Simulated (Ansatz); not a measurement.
NaF, a strained cell with displaced atoms

```
Na F
1.0
    -2.38802    0.00695    2.35653
     2.30099   -4.59757    2.25560
     2.37557    4.68606    2.35798
Na F
4 4
Direct
  0.99144 0.99701 0.00444
  0.01442 0.50401 0.49891
  0.48358 0.99332 0.49374
  0.48777 0.49732 0.00337
  0.99741 0.26054 0.75988
  0.00026 0.74151 0.25544
  0.50443 0.24858 0.24563
  0.51422 0.74551 0.74801
```

Method: m-r2SCAN, no spin polarisation; PAW, plane waves to 500 eV, 5×4×4 (shifted by 0.5, 0, 0.5 steps) mesh, methfessel-paxton occupations (width 0.1569 eV) (Ansatz 0.2.0), atoms fixed.

Task: Is it stable against the elements?

Result: -2.94 eV an atom against the elements' usual phases (free molecules for gases, crystals otherwise, with no correction for O₂ or N₂), so it is bound against them; other compounds may still compete. Relaxing would lower it.

Task: What is the character of the valence top and the conduction bottom?

Result: Within 0.7 eV of the edges, the states project mainly on F p (99 %) below the gap and on Na s (76 %) and F s (16 %) above it.

Task: Is the cell too large or too small?

Result: The pressure is -2.3 GPa (compression positive), so with the atoms held at these fractions the cell would first shrink. The principal stresses -3.4, -2.5, -1.1 GPa differ, so its shape would change too.

Task: Metal or insulator? Give the gap.

Result: The gap on the k mesh is 7.26 eV; the mesh may miss the band edges, so the true gap of this level can be smaller.

Task: Describe some of the short contacts.

Result: Na–F at 2.23 Å: least valence density 0.16 e/Å³ and ELF 0.02 there, a closed-shell (ionic or weak) contact. These are pseudo-fields; inside the PAW spheres they differ from the all-electron ones.

Task: Which atom feels the largest force, and which way?

Result: The largest is on Na3: 0.31 eV/Å, components (0.09, 0.04, 0.30). It makes 162° with the line to a nearest neighbour, F6 at 2.27 Å, pointing away from it.

Origin: a strained cell with displaced atoms, so it need not be a known compound. Caveats: an odd or shifted mesh can miss the band edges, so this level's true gap may be smaller; wide smearing; m-r2SCAN is r2SCAN with a changed spin dependence that lowers moments.
